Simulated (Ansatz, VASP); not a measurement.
One calculation of BaHfO3, two programs

POSCAR

```
BaHfO3
1.0
    4.1770517715      0.0000000000      0.0000000000
    0.0000000000      4.1770517715      0.0000000000
    0.0000000000      0.0000000000      4.1770487576
Ba Hf O
1 1 3
Direct
    0.5000000000      0.5000000000      0.9979971679
    0.0000000000      0.0000000000      0.4979944650
    0.0000000000      0.5000000000      0.4980131177
    0.5000000000      0.0000000000      0.4980131177
    0.0000000000      0.0000000000      0.9980039217
```

Contents of INCAR.step1:

```
SYSTEM = BaHfO3
ALGO = Normal
EDIFF = 1E-4
ENCUT = 520
GGA = PE
ISMEAR = 0
LASPH = .True.
LCHARG = .False.
LREAL = .False.
LWAVE = .True.
NBANDS = 27
NELM = 60
PREC = Accurate
SIGMA = 0.01
```

Contents of INCAR.step2:

```
SYSTEM = BaHfO3
ALGO = Normal
EDIFF = 1E-6
ENCUT = 520
ISIF = 2
ISMEAR = 0
ISTART = 1
LASPH = .True.
LCHARG = .False.
LMIXTAU = .True.
LREAL = .False.
LWAVE = .False.
METAGGA = R2SCAN
NBANDS = 27
NELM = 60
PREC = Accurate
SIGMA = 0.01
```

KPOINTS

```
k-points
0
Gamma
  6 6 6
  0 0 0
```

Input for Ansatz:

```yaml
crystal:
  lattice:
    - [4.1770517715, 0.0, 0.0]
    - [0.0, 4.1770517715, 0.0]
    - [0.0, 0.0, 4.1770487576]
  atoms:
    - { symbol: Ba, position: [0.5, 0.5, 0.9979971679] }
    - { symbol: Hf, position: [0.0, 0.0, 0.497994465] }
    - { symbol: O, position: [0.0, 0.5, 0.4980131177] }
    - { symbol: O, position: [0.5, 0.0, 0.4980131177] }
    - { symbol: O, position: [0.0, 0.0, 0.9980039217] }
kpoints:
  mp_grid: { grid: [6, 6, 6] }
  band_path:
    path:
      - [0.0, 0.0, 0.0]
      - [0.0, 0.5000001203, 0.0]
      - [0.5000001203, 0.5000001203, 0.0]
      - [0.5000001203, 0.5000001203, 0.4999997595]
    npoints: 1
hamiltonian:
  xc: r2scan
scf:
  occupations: { method: fixed }
  n_extra_bands: 5
output:
  forces: true
  stress: true
  eigenvalues: true
```

Alike in both runs: task single point; functional r2SCAN; k mesh 6 × 6 × 6; no spin polarisation.

```csv
,VASP,Ansatz
version,VASP 6.6.1,Ansatz 0.2.0
potentials or method,"VASP PAW PBE potentials, release 64 (Ba_sv, Hf_pv, O)","plane waves, PAW"
plane-wave cutoff (eV),520,500
occupations,"gaussian, width 0.01 eV",fixed
valence electrons in the cell,38,54
```

Ansatz gave:

* gap on the k mesh at the Fermi level (eV): 4.19
* pressure (GPa): 0.0

Q: What did VASP give for the same quantities?

A: gap on the k mesh at the Fermi level (eV): 4.11; pressure (GPa): -0.7.

The two sets of potentials don't hold the same shells in valence. Ansatz warned: «structure_snapped_to_symmetry».

Caveats: the PAW data sets were made with another functional, which shifts forces and pressure a little (VASP); spin-orbit coupling is left out, which moves the levels of the heavy elements. r2SCAN opens gaps a little over a GGA but as a rule still falls short of measured ones. A k mesh can miss the band edges.
